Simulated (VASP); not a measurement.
A run of VASP 6.6.1 is set up as follows.

File INCAR:

```
SYSTEM = Te
PREC = Accurate
ENCUT = 300
EDIFF = 1E-7
ISMEAR = 0
SIGMA = 0.03
LREAL = .False.
LASPH = .True.
NELM = 80
ALGO = Normal
ISIF = 4
LWAVE = .False.
LCHARG = .False.
GGA = PE
IBRION = 2
NSW = 40
EDIFFG = -0.01
```

The input KPOINTS:

```
Automatic mesh
0
Gamma
  5 5 3
  0 0 0
```

POSCAR

```
Te                                      
1.0
    4.4313238247     -0.0000000000     -0.0000000000
   -2.2156619123      3.8376390046      0.0000000000
   -0.0000000000     -0.0000000000      5.8139321628
  Te            
     3
Direct
     0.2695138748254506    0.0000000000000000    0.3333333332999970
     0.0000000000000000    0.2695138748254506    0.6666666667000030
     0.7304861251745494    0.7304861251745494    1.0000000000000000
```

Potentials or basis: VASP PAW PBE potentials, release 64 (Te).

Run with:

```sh
$ cat potpaw_PBE.64/Te/POTCAR > POTCAR
$ mpirun -np 1 vasp_std > vasp.out
```

Task: Predict the band gap on the k mesh.

Result: 0.77 eV, indirect (least direct gap 1.03 eV).

Task: Estimate the energy gained by relaxing.

Result: 10.7 meV/atom.

Step by step:
| step | energy change (eV) | largest force (eV/Å) | pressure (GPa) |
| --- | --- | --- | --- |
| 1 | 0.0000 | 0.3346 | 3.23 |
| 2 | -0.0188 | 0.2070 | 2.61 |
| 3 | -0.0294 | 0.0608 | 1.14 |
| 4 | -0.0321 | 0.0058 | 1.53 |
| 5 | -0.0321 | 0.0125 | 1.56 |
| 6 | -0.0322 | 0.0088 | 1.57 |

Caveat: spin-orbit coupling is left out, which moves the levels of the heavy elements; an odd mesh through Γ misses points on the zone boundary, where band edges often lie.
